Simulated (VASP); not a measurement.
# LiF (Griceite) (Fm-3m) in VASP: notebook

The runs below take LiF (Griceite) through relaxation of cell and atoms, relaxation of the atoms, with PBE.

Program: VASP 6.6.1. These are calculated values, not measurements. Logs are shortened: lines on timing, memory, paths and dates and some standing lists are left out, and cuts for length are marked.

### 1 Starting point

It takes space group Fm-3m (No. 225, cubic). The conventional cell has a = 4.051 Å, b = 4.051 Å, c = 4.051 Å, α = 90.00°, β = 90.00°, γ = 90.00°. Li (site symmetry m-3m) has 6 F at 2.03 Å as nearest neighbours. F (site symmetry m-3m) is surrounded by 6 Li at 2.03 Å.

### 2 Relaxation of cell and atoms, PBE

The input, INCAR:

```
ALGO = Normal
EDIFF = 1E-7
EDIFFG = -0.005
ENCUT = 600
GGA = PE
IBRION = 2
ISIF = 3
ISMEAR = 0
LASPH = T
LCHARG = F
LREAL = F
LWAVE = F
NELM = 80
NSW = 90
PREC = Accurate
SIGMA = 0.03
```

The input, KPOINTS:

```
k-points
0
Gamma
  12 12 12
```

The input, POSCAR:

```
LiF                                     
1.0
   -0.0000000000      2.0254491992      2.0254491992
    2.0254491992      0.0000000000      2.0254491992
    2.0254491992      2.0254491992     -0.0000000000
  Li              F             
     1     1
Direct
     0.0000000000000000    0.0000000000000000    0.0000000000000000
     0.5000000000000000    0.5000000000000000    0.5000000000000000
```

Potentials or basis: VASP PAW PBE potentials, release 64 (Li_sv, F).

The run is started by

```
$ cat potpaw_PBE.64/Li_sv/POTCAR potpaw_PBE.64/F/POTCAR > POTCAR
$ mpirun -np 1 vasp_std > vasp.out
```

OUTCAR:

```text
EDIFF = 1E-7
   EDIFFG = -0.005
   ENCUT = 600
   GGA = PE
   IBRION = 2
   ISIF = 3
   ISMEAR = 0
   LASPH = T
   LREAL = F
   NELM = 80
   NSW = 90
   PREC = Accurate

 ion  position               nearest neighbor table
   1  0.000  0.000  0.000-   2 2.03   2 2.03   2 2.03   2 2.03   2 2.03   2 2.03
   2  0.500  0.500  0.500-   1 2.03   1 2.03   1 2.03   1 2.03   1 2.03   1 2.03

  LATTYP: Found a face centered cubic cell.
 ALAT       =     4.0508983984

  Lattice vectors:

 A1 = (   0.0000000000,   2.0254491992,   2.0254491992)
 A2 = (   2.0254491992,   0.0000000000,   2.0254491992)
 A3 = (   2.0254491992,   2.0254491992,   0.0000000000)

Analysis of symmetry for initial positions (statically):
=====================================================================
 Subroutine PRICEL returns:
 Original cell was already a primitive cell.

 Routine SETGRP: Setting up the symmetry group for a
 face centered cubic supercell.

 Subroutine GETGRP returns: Found 48 space group operations
 (whereof 48 operations were pure point group operations)
 out of a pool of 48 trial point group operations.

The static configuration has the point symmetry O_h .

Analysis of symmetry for dynamics (positions and initial velocities):
=====================================================================
 Subroutine PRICEL returns:
 Original cell was already a primitive cell.

 Routine SETGRP: Setting up the symmetry group for a
 face centered cubic supercell.

 Subroutine GETGRP returns: Found 48 space group operations
 (whereof 48 operations were pure point group operations)
 out of a pool of 48 trial point group operations.

The dynamic configuration has the point symmetry O_h .

 Subroutine INISYM returns: Found 48 space group operations
 (whereof 48 operations are pure point group operations),
 and found     1 'primitive' translations

----------------------------------------------------------------------------------------

                                     Primitive cell

  volume of cell :      16.6186

  direct lattice vectors                    reciprocal lattice vectors
     0.000000000  2.025449199  2.025449199    -0.246858820  0.246858820  0.246858820
     2.025449199  0.000000000  2.025449199     0.246858820 -0.246858820  0.246858820
     2.025449199  2.025449199  0.000000000     0.246858820  0.246858820 -0.246858820

  length of vectors
     2.864417727  2.864417727  2.864417727     0.427572019  0.427572019  0.427572019

  position of ions in fractional coordinates (direct lattice)
     0.000000000  0.000000000  0.000000000
     0.500000000  0.500000000  0.500000000

[... 82 lines left out ...]
   ISIF   =      3    stress and relaxation
   ISYM   =      2    0-nonsym 1-usesym 2-fastsym
   POTIM  = 0.5000    time-step for ionic-motion
   TEBEG  =    0.0;   TEEND  =   0.0 temperature during run
   PSTRESS=    0.0 pullay stress
   NELECT =      10.0000    total number of electrons
   NUPDOWN=      -1.0000    fix difference up-down
   EMIN   =  10.00;   EMAX   =-10.00  energy-range for DOS
   EFERMI =   0.00;   METHOD = LEGACY
   ISMEAR =     0;   SIGMA  =   0.03  broadening in eV -4-tet -1-fermi 0-gaus
   EFERMI_NEDOS =   21; number of points for ismear=-14 and -15
   IALGO  =     38    algorithm
   IMIX   =      4    mixing-type and parameters
     AMIX     =   0.40;   BMIX     =  1.00
     AMIX_MAG =   1.60;   BMIX_MAG =  1.00
  volume/ion in A,a.u.               =       8.31        56.07
  Fermi-wavevector in a.u.,A,eV,Ry     =   1.382113  2.611814 25.990334  1.910236
  Thomas-Fermi vector in A             =   2.506834
   LORBIT       =      0    0 simple, 1 ext, 2 COOP (PROOUT), +10 PAW based schemes
   GGA     = PE    functional components
   LHFCALC =     F    Hartree Fock is set to
   AEXX    =    0.0000 exact exchange contribution
   IVDW    =     0    specifies the selected vdW correction
   LEPSILON=     F    determine dielectric tensor
   LRPA    =     F    only Hartree local field effects (RPA)
 conjugate gradient relaxation of ions
 non-spin polarized calculation
 Gauss-broadening in eV      SIGMA  =   0.03
  energy-cutoff  :      600.00
  volume of cell :       16.62
 maximum number of plane-waves:       568
   NGX = 11   NGY = 11   NGZ = 11

 number of electron      10.0000000 magnetization

 number of electron       9.9999991 magnetization

 Free energy of the ion-electron system (eV)
  ---------------------------------------------------
  ext. energy  EPLUGINS =         0.00000000
  ---------------------------------------------------
  free energy    TOTEN  =        -9.64265472 eV

  energy without entropy =       -9.64265472  energy(sigma->0) =       -9.64265472

 E-fermi :  -0.8925     XC(G=0):  -9.9007

 val. band max:       -1.1236206944   @ k =   0.0000   0.0000   0.0000
 cond. band min:       7.8150728425   @ k =   0.0000   0.0000   0.0000
 fundamental gap:      8.9386935369
 Fermi energy:        -0.8925484132

 k-point     1 :       0.0000    0.0000    0.0000
  band No.  band energies     occupation
      1     -42.0785      2.00000
      2     -21.0517      2.00000
      3      -1.1236      2.00000
      4      -1.1236      2.00000
      5      -1.1236      2.00000
      6       7.8151      0.00000
      7      22.6199      0.00000
      8      22.6199      0.00000
      9      22.6199      0.00000
[... 265 lines left out ...]
 k-point    24 :      -0.4167    0.1667    0.0000
  band No.  band energies     occupation
      1     -42.0199      2.00000
      2     -20.5629      2.00000
      3      -3.4487      2.00000
      4      -2.0241      2.00000
      5      -1.4651      2.00000
      6      10.6245      0.00000
      7      14.7186      0.00000
      8      17.7710      0.00000
      9      17.8652      0.00000

 [... further k-points ...]
[... 5 lines left out ...]
  --------------------------------------------------------------------------------------
  -------------------------------------------------------------------------------------
  Total        0.0092381      0.0092381      0.0092381      0.0000000     -0.0000000      0.0000000
  in kB        0.8906318      0.8906318      0.8906318      0.0000000     -0.0000000      0.0000000
  external PRESSURE =       0.8906318 kB  Pullay stress =       0.0000000 kB

 VOLUME and BASIS-vectors are now :
 -----------------------------------------------------------------------------
  energy-cutoff  :      600.00
  volume of cell :       16.62
      direct lattice vectors                 reciprocal lattice vectors
     0.000000000  2.025449199  2.025449199    -0.246858820  0.246858820  0.246858820
     2.025449199  0.000000000  2.025449199     0.246858820 -0.246858820  0.246858820
     2.025449199  2.025449199  0.000000000     0.246858820  0.246858820 -0.246858820

 POSITION                                       TOTAL-FORCE (eV/Angst)
 -----------------------------------------------------------------------------------
      0.00000      0.00000      0.00000         0.000000      0.000000     -0.000000
      2.02545      2.02545      2.02545        -0.000000     -0.000000      0.000000
 -----------------------------------------------------------------------------------
    total drift:                               -0.000000     -0.000000      0.000000

  FREE ENERGIE OF THE ION-ELECTRON SYSTEM (eV)
  ---------------------------------------------------
  free  energy   TOTEN  =        -9.6426547225 eV

  energy  without entropy=       -9.6426547225  energy(sigma->0) =       -9.64265472

 reached required accuracy - stopping structural energy minimisation
```

OSZICAR:

```text
N       E                     dE             d eps       ncg     rms          rms(c)
DAV:   1     0.364130180834E+02    0.36413E+02   -0.60951E+03  1328   0.125E+03
DAV:   2    -0.897983708674E+01   -0.45393E+02   -0.44542E+02  1428   0.224E+02
DAV:   3    -0.101353656987E+02   -0.11555E+01   -0.11525E+01  1701   0.349E+01
DAV:   4    -0.101521358023E+02   -0.16770E-01   -0.16750E-01  1703   0.380E+00
DAV:   5    -0.101523334579E+02   -0.19766E-03   -0.19766E-03  1696   0.250E-01    0.454E+00
DAV:   6    -0.963196216754E+01    0.52037E+00   -0.28386E+00  1316   0.131E+01    0.143E+00
DAV:   7    -0.963578439530E+01   -0.38222E-02   -0.18835E-02  1721   0.158E+00    0.865E-01
DAV:   8    -0.964249221358E+01   -0.67078E-02   -0.16965E-02  1790   0.175E+00    0.104E-01
DAV:   9    -0.964257916278E+01   -0.86949E-04   -0.83943E-04  1405   0.325E-01    0.431E-02
DAV:  10    -0.964265176776E+01   -0.72605E-04   -0.15887E-04  1467   0.122E-01    0.694E-03
DAV:  11    -0.964265468681E+01   -0.29191E-05   -0.21912E-06  1720   0.203E-02    0.161E-03
DAV:  12    -0.964265472249E+01   -0.35674E-07   -0.57541E-07  1463   0.887E-03
   1 F= -.96426547E+01 E0= -.96426547E+01  d E =-.964265E+01
```

CONTCAR:

```text
LiF
   1.00000000000000
     0.0000000000000000    2.0254491992000001    2.0254491992000001
     2.0254491992000001    0.0000000000000000    2.0254491992000001
     2.0254491992000001    2.0254491992000001    0.0000000000000000
  Li              F
     1     1
Direct
     0.0000000000000000    0.0000000000000000    0.0000000000000000
     0.5000000000000000    0.5000000000000000    0.5000000000000000

  0.00000000E+00  0.00000000E+00  0.00000000E+00
  0.00000000E+00  0.00000000E+00  0.00000000E+00
```

Run time: 4.8 s. Hardware: 1 thread of Intel Xeon 6975P-C (Granite Rapids), shared host; peak memory 0.13 GiB.

What came out:

```yaml
Free_energy: -9.6427 eV
Pressure_after_relaxing: 0.1 GPa
Band_gap_on_the_k_mesh: 8.94 eV, direct
```

Final structure:
```cif
data_structure
_symmetry_space_group_name_H-M 'P 1'
_symmetry_Int_Tables_number 1
_cell_length_a 2.8644
_cell_length_b 2.8644
_cell_length_c 2.8644
_cell_angle_alpha 60.000
_cell_angle_beta 60.000
_cell_angle_gamma 60.000
_cell_volume 16.62
loop_
_atom_site_label
_atom_site_type_symbol
_atom_site_fract_x
_atom_site_fract_y
_atom_site_fract_z
_atom_site_occupancy
Li1 Li 0.00000 0.00000 0.00000 1
F1 F 0.50000 0.50000 0.50000 1
```

Levels at points of the mesh, in eV from the valence-band top:
```csv
k point,band 1,band 2,band 3,band 4,band 5,band 6,band 7,band 8,band 9
"(0.00, 0.00, 0.00)",-40.95,-19.93,0.00,0.00,0.00,8.94,23.74,23.74,23.74
"(0.50, 0.00, 0.00)",-40.90,-19.51,-2.47,-0.22,-0.22,10.68,16.53,18.76,18.76
"(0.50, 0.50, 0.00)",-40.89,-19.25,-2.93,-0.97,-0.97,14.65,16.39,17.24,20.04
```

Caveat: the cutoff is under 1.25 times the usual one of these potentials, so pressure, stress and relaxed cells hold a basis-set (Pulay) error; the relaxation stopped at its first step, so nothing moved. A k mesh can miss the band edges.

### 3 Relaxation of the atoms, PBE (a relaxed cell with its volume scaled by 0.94)

The input, INCAR:

```
ALGO = Normal
EDIFF = 1E-7
EDIFFG = -0.01
ENCUT = 600
GGA = PE
IBRION = 2
ISIF = 2
ISMEAR = 0
LASPH = T
LCHARG = F
LREAL = F
LWAVE = F
NELM = 80
NSW = 40
PREC = Accurate
SIGMA = 0.03
```

KPOINTS is that of step 2.

The input, POSCAR:

```
LiF                                     
1.0
    0.0000000000      1.9841018994      1.9841018994
    1.9841018994      0.0000000000      1.9841018994
    1.9841018994      1.9841018994      0.0000000000
  Li              F             
     1     1
Direct
     0.0000000000000000    0.0000000000000000    0.0000000000000000
     0.5000000000000000    0.5000000000000000    0.5000000000000000
```

Potentials or basis: VASP PAW PBE potentials, release 64 (Li_sv, F).

The run is started by

```
$ cat potpaw_PBE.64/Li_sv/POTCAR potpaw_PBE.64/F/POTCAR > POTCAR
$ mpirun -np 1 vasp_std > vasp.out
```

Run time: 4.9 s. Hardware: 1 thread of Intel Xeon 6975P-C (Granite Rapids), shared host; peak memory 0.14 GiB.

The run converged. Its results:

```
Free energy             : -9.6224 eV
Pressure after relaxing : 5.1 GPa
Band gap on the k mesh  : 9.50 eV, direct
```

Final structure:
```cif
data_structure
_symmetry_space_group_name_H-M 'P 1'
_symmetry_Int_Tables_number 1
_cell_length_a 2.8059
_cell_length_b 2.8059
_cell_length_c 2.8059
_cell_angle_alpha 60.000
_cell_angle_beta 60.000
_cell_angle_gamma 60.000
_cell_volume 15.62
loop_
_atom_site_label
_atom_site_type_symbol
_atom_site_fract_x
_atom_site_fract_y
_atom_site_fract_z
_atom_site_occupancy
Li1 Li 0.00000 0.00000 0.00000 1
F1 F 0.50000 0.50000 0.50000 1
```

Levels at points of the mesh, in eV from the valence-band top:
```
           k point  band 3  band 4  band 5  band 6  band 7  band 8
(0.00, 0.00, 0.00)    0.00    0.00    0.00    9.50   24.57   24.57
(0.50, 0.00, 0.00)   -2.66   -0.24   -0.24   11.01   17.28   19.26
(0.50, 0.50, 0.00)   -3.20   -1.07   -1.07   15.24   16.69   18.00
```

Caveat: the cutoff is under 1.25 times the usual one of these potentials, so pressure, stress and relaxed cells hold a basis-set (Pulay) error; the relaxation stopped at its first step, so nothing moved. A k mesh can miss the band edges.

### 4 Relaxation of the atoms, PBE (a relaxed cell with its volume scaled by 0.96)

INCAR is that of step 3.

KPOINTS is that of step 3.

The input, POSCAR:

```
LiF                                     
1.0
    0.0000000000      1.9980749084      1.9980749084
    1.9980749084      0.0000000000      1.9980749084
    1.9980749084      1.9980749084      0.0000000000
  Li              F             
     1     1
Direct
     0.0000000000000000    0.0000000000000000    0.0000000000000000
     0.5000000000000000    0.5000000000000000    0.5000000000000000
```

The run is started by

```
$ cat potpaw_PBE.64/Li_sv/POTCAR potpaw_PBE.64/F/POTCAR > POTCAR
$ mpirun -np 1 vasp_std > vasp.out
```

Run time: 5.3 s. Hardware: 1 thread of Intel Xeon 6975P-C (Granite Rapids), shared host; peak memory 0.14 GiB.

It converged, with:

```yaml
Free_energy: -9.6327 eV
Pressure_after_relaxing: 3.2 GPa
Band_gap_on_the_k_mesh: 9.30 eV, direct
```

Final structure:
```yaml
crystal:
  lattice:
    - [0.00000, 1.99807, 1.99807]
    - [1.99807, 0.00000, 1.99807]
    - [1.99807, 1.99807, 0.00000]
  atoms:
    - { symbol: Li, position: [0.00000, 0.00000, 0.00000] }
    - { symbol: F, position: [0.50000, 0.50000, 0.50000] }
```

Levels at points of the mesh, in eV from the valence-band top:
```csv
k point,band 3,band 4,band 5,band 6,band 7,band 8
"(0.00, 0.00, 0.00)",0.00,0.00,0.00,9.30,24.29,24.29
"(0.50, 0.00, 0.00)",-2.59,-0.24,-0.24,10.90,17.02,19.09
"(0.50, 0.50, 0.00)",-3.11,-1.03,-1.03,15.04,16.59,17.74
```

Caveat: the cutoff is under 1.25 times the usual one of these potentials, so pressure, stress and relaxed cells hold a basis-set (Pulay) error; the relaxation stopped at its first step, so nothing moved. A k mesh can miss the band edges.

### 5 Summary

| task | cell | gap on the mesh (eV) | pressure (GPa) |
| --- | --- | --- | --- |
| relaxation of cell and atoms | relaxed | 8.94 | 0.1 |
| relaxation of the atoms | atoms relaxed from: a relaxed cell with its volume scaled by 0.94 | 9.50 | 5.1 |
| relaxation of the atoms | atoms relaxed from: a relaxed cell with its volume scaled by 0.96 | 9.30 | 3.2 |

Alike in all rows: level PBE; potentials or basis VASP PAW PBE potentials, release 64 (Li_sv, F); no spin polarisation; k mesh 12 × 12 × 12; cutoff (eV) 600; smearing gaussian 0.03 eV.

Caveats: the cutoff is under 1.25 times the usual one of these potentials, so pressure, stress and relaxed cells hold a basis-set (Pulay) error; the relaxation stopped at its first step, so nothing moved.

Absolute energies hang on the potentials; compare differences alone.
